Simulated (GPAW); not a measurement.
# GaN (F-43m) in GPAW: reference runs

How does GaN come out in PBEsol? The cell is run as given and disturbed.

Everything below comes from runs of GPAW 26.7.0. Logs are shortened: lines on timing, memory, paths and dates and some standing lists are left out, and cuts for length are marked. The log counts tension as positive stress, the text compression.

**The experiment to reproduce.**

A printed reference work, textbook reports, for a bulk crystal of GaN at 0 K: band gap 3.299 eV (direct).

How close the calculation comes is told below.

## Step 1: The crystal as given

Symmetry: F-43m, No. 216, cubic system. The conventional cell has a = 4.507 Å, b = 4.507 Å, c = 4.507 Å, α = 90.00°, β = 90.00°, γ = 90.00°. Around Ga (site symmetry -43m) lie 4 N at 1.95 Å. Around N (site symmetry -43m) lie 4 Ga at 1.95 Å.

The cell is a database's computed one.

## Step 2: Single point, PBEsol

run.py reads:

```python
from ase import Atoms
from ase.dft.bandgap import bandgap
from ase.io import write
from ase.units import GPa
from gpaw import GPAW, PW, setup_paths

setup_paths.insert(0, '.')

atoms = Atoms(['Ga', 'N'],
              cell=[[0.0, 2.2535006075, 2.2535006075],
                    [2.2535006075, 0.0, 2.2535006075],
                    [2.2535006075, 2.2535006075, 0.0]],
              scaled_positions=[[0.0, 0.0, 0.0],
                                [0.25, 0.25, 0.25]],
              pbc=True)

calc = GPAW(mode=PW(800),
            xc='PBEsol',
            kpts={'size': (10, 10, 10), 'gamma': True},
            occupations={'name': 'fermi-dirac', 'width': 0.05},
            nbands=11,
            convergence={'density': 1e-05, 'energy': 1e-05},
            maxiter=150,
            txt='gpaw.txt')
atoms.calc = calc
energy = atoms.get_potential_energy()
forces = atoms.get_forces()
stress = atoms.get_stress()
calc.write('gs.gpw')
write('result.traj', atoms)
print(f'Energy: {energy:.6f} eV')
print('Forces (eV/A):')
print(forces.round(4))
print('Stress (GPa):', (stress / GPa).round(3))
print('Fermi level:', round(calc.get_fermi_level(), 4), 'eV')
print(f'Gap: {bandgap(calc)[0]:.4f} eV, direct: {bandgap(calc, direct=True)[0]:.4f} eV')
```

Potentials or basis: PAW data sets generated in the run's folder for this functional, pw.

On the command line:

```bash
$ gpaw-setup -f PBEsol Ga N
$ OMP_NUM_THREADS=1 python run.py
```

gpaw.txt:

```text
__  _  _
 | _ |_)|_||  |
 |__||  | ||/\| - 26.7.0

Input parameters:
  mode=PW(ecut=800.0),
  convergence={'density': 1e-05, 'energy': 1e-05},
  kpts=MonkhorstPack(size=(10, 10, 10), gamma=True),
  maxiter=150,
  nbands=11,
  occupations=Occupations(name='fermi-dirac', width=0.05),
  xc=XC(name='PBEsol')

Diagonalizing LCAO Hamiltonian
Converting LCAO to pw mode

           N
       Ga

Atoms  # Å, Bohr magnetons
|   | symbol |        x |        y |        z |    initial magnetic moments |
|---|--------|----------|----------|----------|-----------------------------|
| 0 |     Ga | 0.000000 | 0.000000 | 0.000000 | ( 0.0000,  0.0000,  0.0000) |
| 1 |      N | 1.126750 | 1.126750 | 1.126750 | ( 0.0000,  0.0000,  0.0000) |

Unit cell  # Å
| periodic |        x |        y |        z |  lengths |    angles |
|----------|----------|----------|----------|----------|-----------|
|      yes | 0.000000 | 2.253501 | 2.253501 | 3.186931 | 60.000000 |
|      yes | 2.253501 | 0.000000 | 2.253501 | 3.186931 | 60.000000 |
|      yes | 2.253501 | 2.253501 | 0.000000 | 3.186931 | 60.000000 |

Number of symmetries: 24
Symmetry operations  # r_c * U_cc + t_c -> r_c
|    | kind |            matrix            |
|----|------|------------------------------|
|  0 |  E   |  1, 0, 0,  0, 1, 0,  0, 0, 1 |
|  1 |  σ   |  1, 0, 0,  0, 0, 1,  0, 1, 0 |
|  2 |  σ   |  1, 0,-1,  0, 1,-1,  0, 0,-1 |
|  3 |  C3  |  1, 0,-1,  0, 0,-1,  0, 1,-1 |
|  4 |  C3  |  1,-1, 0,  0,-1, 1,  0,-1, 0 |
|  5 |  σ   |  1,-1, 0,  0,-1, 0,  0,-1, 1 |
|  6 |  σ   |  0, 1, 0,  1, 0, 0,  0, 0, 1 |
|  7 |  C3  |  0, 1, 0,  0, 0, 1,  1, 0, 0 |
|  8 |  C2  |  0, 1,-1,  1, 0,-1,  0, 0,-1 |
|  9 |  S4  |  0, 1,-1,  0, 0,-1,  1, 0,-1 |
| 10 |  C3  |  0, 0, 1,  1, 0, 0,  0, 1, 0 |
| 11 |  σ   |  0, 0, 1,  0, 1, 0,  1, 0, 0 |
| 12 |  S4  |  0, 0,-1,  1, 0,-1,  0, 1,-1 |
| 13 |  C3  |  0, 0,-1,  0, 1,-1,  1, 0,-1 |
| 14 |  S4  |  0,-1, 1,  1,-1, 0,  0,-1, 0 |
| 15 |  C2  |  0,-1, 1,  0,-1, 0,  1,-1, 0 |
| 16 |  C3  |  0,-1, 0,  1,-1, 0,  0,-1, 1 |
| 17 |  S4  |  0,-1, 0,  0,-1, 1,  1,-1, 0 |
| 18 |  S4  | -1, 1, 0, -1, 0, 1, -1, 0, 0 |
| 19 |  C3  | -1, 1, 0, -1, 0, 0, -1, 0, 1 |
| 20 |  C3  | -1, 0, 1, -1, 1, 0, -1, 0, 0 |
| 21 |  S4  | -1, 0, 1, -1, 0, 0, -1, 1, 0 |
| 22 |  σ   | -1, 0, 0, -1, 1, 0, -1, 0, 1 |
| 23 |  C2  | -1, 0, 0, -1, 0, 1, -1, 1, 0 |

BZ-sampling:
  Number of BZ points: 1000
  Number of IBZ points: 47

  Monkhorst-Pack size: [10, 10, 10]
  Monkhorst-Pack shift: [0.05, 0.05, 0.05]

K-points  # in reciprocal-cell coordinates
|     |                                coordinates |     weight |
|-----|--------------------------------------------|------------|
|   0 | (  0.00000000,   0.00000000,   0.00000000) | 0.00100000 |
|   1 | (  0.10000000,   0.10000000,   0.00000000) | 0.00600000 |
|   2 | (  0.10000000,   0.10000000,   0.10000000) | 0.00800000 |
|   3 | (  0.20000000,   0.10000000,   0.10000000) | 0.01200000 |
|   4 | (  0.20000000,   0.20000000,   0.00000000) | 0.00600000 |
|   5 | (  0.20000000,   0.20000000,   0.10000000) | 0.02400000 |
|   6 | (  0.20000000,   0.20000000,   0.20000000) | 0.00800000 |
|   7 | (  0.30000000,   0.20000000,   0.10000000) | 0.02400000 |
|   8 | (  0.30000000,   0.20000000,   0.20000000) | 0.02400000 |
|   9 | (  0.30000000,   0.30000000,   0.00000000) | 0.00600000 |
| ... |                                            |            |
|  46 | (  0.50000000,   0.50000000,   0.50000000) | 0.00400000 |

Plane wave coefficients: 1243
Cutoff: 800.0 eV

Spin-components: 1 (collinear spins)
Bands:           11
Projectors:      10
Spin-degeneracy: 2
Datatype:        complex128

Parallelization:
  kpt:    1
  domain: 1
  band:   1

Density:
  Valence electrons: 8.0
  Components: 1
  Grid points: [21 21 21]
  Charge: 0.0  # |e|

Potential:
  Grid points: [21 21 21]

species:
  Ga:
    name:    Gallium
    Z:       31.0
    valence: 3
    core:    28
    charge:  0.0  # [|e|]
    compensation charges:
      type: gauss
      rc: 0.37  # [Å]
      lmax: 2
    cutoffs:
      filter: 2.06  # [Å]
      core: 4.17  # [Å]
    projectors
    | kind |    occ | energy [eV] | rcut [Å] |
    |------|--------|-------------|----------|
    |   4s |  2.000 |      -8.959 |    1.164 |
    |   4p |  1.000 |      -2.572 |    1.164 |
    |    s |        |      18.252 |    1.164 |
    |    p |        |      24.640 |    1.164 |
    |    d |        |       0.000 |    1.164 |

    Using partial waves for Ga as LCAO basis

  N:
    name:    Nitrogen
    Z:       7.0
    valence: 5
    core:    2
    charge:  0.0  # [|e|]
    compensation charges:
      type: gauss
      rc: 0.18  # [Å]
      lmax: 2
    cutoffs:
      filter: 1.11  # [Å]
      core: 0.96  # [Å]
    projectors
    | kind |    occ | energy [eV] | rcut [Å] |
    |------|--------|-------------|----------|
    |   2s |  2.000 |     -18.455 |    0.603 |
    |   2p |  3.000 |      -7.035 |    0.529 |
    |    s |        |       8.756 |    0.603 |
    |    p |        |      20.177 |    0.529 |
    |    d |        |       0.000 |    0.577 |

    Using partial waves for N as LCAO basis

Reference energy: -54320.405483  # eV

eigensolver:
  PPCG
  Converge bands: occupied
  niter=2

density mixing:
  MSR1-Mixer
  Pratt-step length: 0.05
  Maximum mixing coefficient: 0.75
  Old densities: 10
  SVD Regularization: 0.005
  Good broyden scale: 1.0
  Trust region scale: 1.0
  Backstep threshold: 4.0
  History deletion threshold: 6.0
  Fourier metric: weight=20.0, sigma=0.015

occupation numbers:
  Fermi-Dirac:
    width: 0.0500  # eV

poisson solver:
  ecut: 6400.0  # eV

xc functional:
  name: PBEsol with 2 nearest neighbor stencil

convergence criteria:
- Maximum integral of absolute [dens]ity change: 1e-05 electrons / valence electron
- Maximum [total energy] change in last 3 cyles: 1e-05 eV / valence electron
- Maximum integral of absolute [eigenst]ate change: 4e-08 eV^2 / valence electron
maximum number of iterations: 150

SCF iterations
|iter     | |      energy | eigst |  dens |
|---------|-|-------------|-------|-------|
|iter:   1| |  -14.715291 | -0.18 |       |
|iter:   2| |  -14.257813 | -2.06 | -0.58 |
|iter:   3| |  -13.023363 | -0.73 | -0.64 |
|iter:   4| |  -13.018525 | -3.17 | -1.31 |
|iter:   5| |  -13.017645 | -3.51 | -1.58 |
|iter:   6| |  -13.017658 | -5.73 | -2.87 |
|iter:   7| |  -13.017665c| -6.39 | -3.21 |
|iter:   8| |  -13.017665c| -7.97c| -4.40 |
|iter:   9| |  -13.017665c| -8.58c| -5.03c|

Converged in 9 steps
Energy contributions relative to reference atoms: (reference = -54320.405483)

Energy contributions:
  Kinetic:          33.573832
  Coulomb:         -29.729631
  Zero:              0.145097
  External:          0.000000
  Xc:              -17.006963
  Entropy:          -0.000000
  Spinorbit:         0.000000
  ----------------------------
  Free energy:     -13.017665
  Extrapolated:    -13.017665

dipole moment: (-12.609844, -12.609844, -12.609844)  # |e|*Ang

Fermi level: 7.164
Eigenvalues  # (at kpt = [0.000, 0.000, 0.000])
| band index |      eig [eV] | occ [0-2] |
|------------|---------------|-----------|
|          0 |        -9.597 |     2.000 |
|          1 |         6.249 |     2.000 |
|          2 |         6.249 |     2.000 |
|          3 |         6.249 |     2.000 |
|          4 |         8.043 |     0.000 |
|          5 |        16.555 |     0.000 |
|          6 |        16.555 |     0.000 |
|          7 |        16.555 |     0.000 |
|          8 |        23.738 |     0.000 |
|          9 |        24.542 |     0.000 |
|         10 |        24.570 |     0.000 |

Gap: 1.793 eV
Transition (v -> c):
  (s=0, k=0, n=3, [0.00, 0.00, 0.00]) -> (s=0, k=0, n=4, [0.00, 0.00, 0.00])
No difference between direct/indirect transitions

Forces  # eV/Ang
|        x |       y |        z |
|----------|---------|----------|
|  0.00000 | 0.00000 |  0.00000 |  # Ga   0
| -0.00000 | 0.00000 | -0.00000 |  # N    1

Stress tensor  # eV/Ang^3
|         x |         y |         z |
|-----------|-----------|-----------|
| -0.041808 |  0.000000 | -0.000000 |
|  0.000000 | -0.041808 |  0.000000 |
| -0.000000 |  0.000000 | -0.041808 |

# Writing to gs.gpw (mode='')
```

It took 40 s on 1 thread of Intel Xeon at 2.50GHz (Skylake/Cascade Lake), shared host; peak memory 0.15 GiB.

Results:

```
Free energy            : -13.0177 eV
Pressure               : 6.7 GPa
Band gap on the k mesh : 1.79 eV, direct
```

## Step 3: Single point, PBEsol (atoms moved at random, drawn with an rms of 0.05 Å)

run.py, as its differences from that of step 2:

```diff
@@ -12,4 +12,4 @@
                     [2.2535006075, 2.2535006075, 0.0]],
-              scaled_positions=[[0.0, 0.0, 0.0],
-                                [0.25, 0.25, 0.25]],
+              scaled_positions=[[0.006426, -0.001686, -0.00531],
+                                [0.242501, 0.248197, 0.256623]],
               pbc=True)
```

Potentials or basis: PAW data sets generated in the run's folder for this functional, pw.

On the command line:

```bash
$ gpaw-setup -f PBEsol Ga N
$ OMP_NUM_THREADS=1 python run.py
```

gpaw.txt:

```text
__  _  _
 | _ |_)|_||  |
 |__||  | ||/\| - 26.7.0

Input parameters:
  mode=PW(ecut=800.0),
  convergence={'density': 1e-05, 'energy': 1e-05},
  kpts=MonkhorstPack(size=(10, 10, 10), gamma=True),
  maxiter=150,
  nbands=11,
  occupations=Occupations(name='fermi-dirac', width=0.05),
  xc=XC(name='PBEsol')

Diagonalizing LCAO Hamiltonian
Converting LCAO to pw mode

           N
       Ga

Atoms  # Å, Bohr magnetons
|   | symbol |         x |        y |        z |    initial magnetic moments |
|---|--------|-----------|----------|----------|-----------------------------|
| 0 |     Ga | -0.015765 | 0.002515 | 0.010682 | ( 0.0000,  0.0000,  0.0000) |
| 1 |      N |  1.137612 | 1.124776 | 1.105788 | ( 0.0000,  0.0000,  0.0000) |

Unit cell  # Å
| periodic |        x |        y |        z |  lengths |    angles |
|----------|----------|----------|----------|----------|-----------|
|      yes | 0.000000 | 2.253501 | 2.253501 | 3.186931 | 60.000000 |
|      yes | 2.253501 | 0.000000 | 2.253501 | 3.186931 | 60.000000 |
|      yes | 2.253501 | 2.253501 | 0.000000 | 3.186931 | 60.000000 |

Number of symmetries: 1
Symmetry operations  # r_c * U_cc + t_c -> r_c
|   | kind |            matrix            |
|---|------|------------------------------|
| 0 |  E   |  1, 0, 0,  0, 1, 0,  0, 0, 1 |

BZ-sampling:
  Number of BZ points: 1000
  Number of IBZ points: 504

  Monkhorst-Pack size: [10, 10, 10]
  Monkhorst-Pack shift: [0.05, 0.05, 0.05]

K-points  # in reciprocal-cell coordinates
|     |                                coordinates |     weight |
|-----|--------------------------------------------|------------|
|   0 | (  0.00000000,   0.00000000,   0.00000000) | 0.00100000 |
|   1 | (  0.00000000,   0.00000000,   0.10000000) | 0.00200000 |
|   2 | (  0.00000000,   0.00000000,   0.20000000) | 0.00200000 |
|   3 | (  0.00000000,   0.00000000,   0.30000000) | 0.00200000 |
|   4 | (  0.00000000,   0.00000000,   0.40000000) | 0.00200000 |
|   5 | (  0.00000000,   0.00000000,   0.50000000) | 0.00100000 |
|   6 | (  0.00000000,   0.10000000,  -0.40000000) | 0.00200000 |
|   7 | (  0.00000000,   0.10000000,  -0.30000000) | 0.00200000 |
|   8 | (  0.00000000,   0.10000000,  -0.20000000) | 0.00200000 |
|   9 | (  0.00000000,   0.10000000,  -0.10000000) | 0.00200000 |
| ... |                                            |            |
| 503 | (  0.50000000,   0.50000000,   0.50000000) | 0.00100000 |

Plane wave coefficients: 1243
Cutoff: 800.0 eV

Spin-components: 1 (collinear spins)
Bands:           11
Projectors:      10
Spin-degeneracy: 2
Datatype:        complex128

Parallelization:
  kpt:    1
  domain: 1
  band:   1

Density:
  Valence electrons: 8.0
  Components: 1
  Grid points: [21 21 21]
  Charge: 0.0  # |e|

Potential:
  Grid points: [21 21 21]

species:
  Ga:
    name:    Gallium
    Z:       31.0
    valence: 3
    core:    28
    charge:  0.0  # [|e|]
    compensation charges:
      type: gauss
      rc: 0.37  # [Å]
      lmax: 2
    cutoffs:
      filter: 2.06  # [Å]
      core: 4.17  # [Å]
    projectors
    | kind |    occ | energy [eV] | rcut [Å] |
    |------|--------|-------------|----------|
    |   4s |  2.000 |      -8.959 |    1.164 |
    |   4p |  1.000 |      -2.572 |    1.164 |
    |    s |        |      18.252 |    1.164 |
    |    p |        |      24.640 |    1.164 |
    |    d |        |       0.000 |    1.164 |

    Using partial waves for Ga as LCAO basis

  N:
    name:    Nitrogen
    Z:       7.0
    valence: 5
    core:    2
    charge:  0.0  # [|e|]
    compensation charges:
      type: gauss
      rc: 0.18  # [Å]
      lmax: 2
    cutoffs:
      filter: 1.11  # [Å]
      core: 0.96  # [Å]
    projectors
    | kind |    occ | energy [eV] | rcut [Å] |
    |------|--------|-------------|----------|
    |   2s |  2.000 |     -18.455 |    0.603 |
    |   2p |  3.000 |      -7.035 |    0.529 |
    |    s |        |       8.756 |    0.603 |
    |    p |        |      20.177 |    0.529 |
    |    d |        |       0.000 |    0.577 |

    Using partial waves for N as LCAO basis

Reference energy: -54320.405483  # eV

eigensolver:
  PPCG
  Converge bands: occupied
  niter=2

density mixing:
  MSR1-Mixer
  Pratt-step length: 0.05
  Maximum mixing coefficient: 0.75
  Old densities: 10
  SVD Regularization: 0.005
  Good broyden scale: 1.0
  Trust region scale: 1.0
  Backstep threshold: 4.0
  History deletion threshold: 6.0
  Fourier metric: weight=20.0, sigma=0.015

occupation numbers:
  Fermi-Dirac:
    width: 0.0500  # eV

poisson solver:
  ecut: 6400.0  # eV

xc functional:
  name: PBEsol with 2 nearest neighbor stencil

convergence criteria:
- Maximum integral of absolute [dens]ity change: 1e-05 electrons / valence electron
- Maximum [total energy] change in last 3 cyles: 1e-05 eV / valence electron
- Maximum integral of absolute [eigenst]ate change: 4e-08 eV^2 / valence electron
maximum number of iterations: 150

SCF iterations
|iter     | |      energy | eigst |  dens |
|---------|-|-------------|-------|-------|
|iter:   1| |  -14.704745 | -0.18 |       |
|iter:   2| |  -14.246493 | -2.05 | -0.58 |
|iter:   3| |  -13.009953 | -0.73 | -0.64 |
|iter:   4| |  -13.005085 | -3.16 | -1.31 |
|iter:   5| |  -13.004194 | -3.50 | -1.58 |
|iter:   6| |  -13.004207 | -5.72 | -2.87 |
|iter:   7| |  -13.004215c| -6.39 | -3.21 |
|iter:   8| |  -13.004215c| -7.91c| -4.40 |
|iter:   9| |  -13.004215c| -8.55c| -5.03c|

Converged in 9 steps
Energy contributions relative to reference atoms: (reference = -54320.405483)

Energy contributions:
  Kinetic:          33.723224
  Coulomb:         -29.852139
  Zero:              0.145371
  External:          0.000000
  Xc:              -17.020671
  Entropy:          -0.000000
  Spinorbit:         0.000000
  ----------------------------
  Free energy:     -13.004215
  Extrapolated:    -13.004215

dipole moment: (10.070632, -1.216866, -1.221627)  # |e|*Ang

Fermi level: 7.195
Eigenvalues  # (at kpt = [0.000, 0.000, 0.000])
| band index |      eig [eV] | occ [0-2] |
|------------|---------------|-----------|
|          0 |        -9.598 |     2.000 |
|          1 |         6.158 |     2.000 |
|          2 |         6.242 |     2.000 |
|          3 |         6.341 |     2.000 |
|          4 |         8.043 |     0.000 |
|          5 |        16.500 |     0.000 |
|          6 |        16.560 |     0.000 |
|          7 |        16.625 |     0.000 |
|          8 |        23.732 |     0.000 |
|          9 |        24.439 |     0.000 |
|         10 |        24.550 |     0.000 |

Gap: 1.702 eV
Transition (v -> c):
  (s=0, k=0, n=3, [0.00, 0.00, 0.00]) -> (s=0, k=0, n=4, [0.00, 0.00, 0.00])
No difference between direct/indirect transitions

Forces  # eV/Ang
|        x |        y |        z |
|----------|----------|----------|
|  0.41323 | -0.01087 | -0.49374 |  # Ga   0
| -0.41321 |  0.01087 |  0.49363 |  # N    1

Stress tensor  # eV/Ang^3
|         x |         y |         z |
|-----------|-----------|-----------|
| -0.043113 | -0.017825 | -0.000741 |
| -0.017825 | -0.043919 |  0.014925 |
| -0.000741 |  0.014925 | -0.042774 |

# Writing to gs.gpw (mode='')
```

It took 4.5 min on 1 thread of Intel Xeon at 2.50GHz (Skylake/Cascade Lake), shared host; peak memory 0.37 GiB.

Results:

| Item | Value |
| --- | --- |
| Free energy | -13.0042 eV |
| Pressure | 6.9 GPa |
| Largest force | 0.644 eV/Å |
| Band gap on the k mesh | 1.70 eV, direct |

Forces in eV/Å, atoms in the order of the input:
```
Ga   0.413 -0.011 -0.494
N   -0.413  0.011  0.494
```

## Step 4: How close it comes

Step 2. A measured gap of GaN is 3.299 eV (direct; 0 K; a printed reference work, textbook); the calculated 1.79 eV misses it by -1.51 eV. Spin-orbit coupling on Ga is left out. The value is that of PBEsol, without temperature or zero-point motion. Semilocal functionals fall short of measured gaps as a rule. The cell is a database's relaxed one, not the measured one, which moves gaps too.
